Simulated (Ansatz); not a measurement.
## Relaxing TiH$_{2}$

Method: DFT PBEsol, scalar-relativistic, plane waves, PAW in Ansatz. Run with 420 eV cutoff, 12×12×8 k-mesh, Gaussian smearing of 0.10 eV, no spin polarisation.

What was changed: uniaxial strain along c, with a, b and atoms relaxed: -4.5 %.

Command:

```bash
ansatz run input.yaml --threads 1 --pin off --max-ram 1331MiB --backend cpu --events-out ev --progress --plain --runs-dir out
```

Input:

```yaml
crystal:
  lattice:
    - [3.2119513662, 0.0, 0.0]
    - [0.0, 3.2119513662, 0.0]
    - [0.0, 0.0, 3.9532427894]
  atoms:
    - { symbol: Ti, position: [0.0, 0.0, 0.0] }
    - { symbol: Ti, position: [0.5, 0.5, 0.5] }
    - { symbol: H, position: [0.5, 0.0, 0.25] }
    - { symbol: H, position: [0.0, 0.5, 0.25] }
    - { symbol: H, position: [0.0, 0.5, 0.75] }
    - { symbol: H, position: [0.5, 0.0, 0.75] }
basis:
  ecutwfc: 420
kpoints:
  mp_grid: { grid: [12, 12, 8] }
hamiltonian:
  xc: pbesol
scf:
  occupations: { method: gaussian, width: 0.1 }
output:
  forces: true
  stress: true
  eigenvalues: true
relax:
  adjacent_minimum: "off"
  f_tol: 0.008
  max_steps: 40
  cell: { stress_tol: 0.015, fix: [c, angles] }
```

F is the free energy. Steps run on the plane waves of an earlier cell, but the last one, and at times one on the way, on a freshly chosen basis, so a repeated geometry can differ a little in energy. The held parts of the cell keep their stress, so P needn't end at zero.

Steps:

```tsv
step	F − F(1) (eV)	largest force component (eV/Å)	V (Å³/atom)	P (GPa)
1	0.0000	0.000	6.797	2.89
2	-0.0007	0.000	6.863	1.26
3	-0.0009	0.000	6.846	1.67
4	-0.0013	0.000	6.846	1.68
```

Relaxed structure:

```cif
data_structure
_symmetry_space_group_name_H-M 'P 1'
_symmetry_Int_Tables_number 1
_cell_length_a 3.2234
_cell_length_b 3.2234
_cell_length_c 3.9532
_cell_angle_alpha 90.000
_cell_angle_beta 90.000
_cell_angle_gamma 90.000
_cell_volume 41.08
loop_
_atom_site_label
_atom_site_type_symbol
_atom_site_fract_x
_atom_site_fract_y
_atom_site_fract_z
_atom_site_occupancy
Ti1 Ti 0.00000 0.00000 0.00000 1
Ti2 Ti 0.50000 0.50000 0.50000 1
H1 H 0.50000 0.00000 0.25000 1
H2 H 0.00000 0.50000 0.25000 1
H3 H 0.00000 0.50000 0.75000 1
H4 H 0.50000 0.00000 0.75000 1
```

Symmetry: I4/mmm, No. 139, tetragonal system. The conventional cell has a = 3.223 Å, b = 3.223 Å, c = 3.953 Å, α = 90.00°, β = 90.00°, γ = 90.00°. Ti (site symmetry 4/mmm) is surrounded by 8 H at 1.89 Å. H (site symmetry -4m2) has 4 Ti at 1.89 Å and 2 H at 1.98 Å as nearest neighbours.

The run converged. The run took of the order of 50 core-seconds.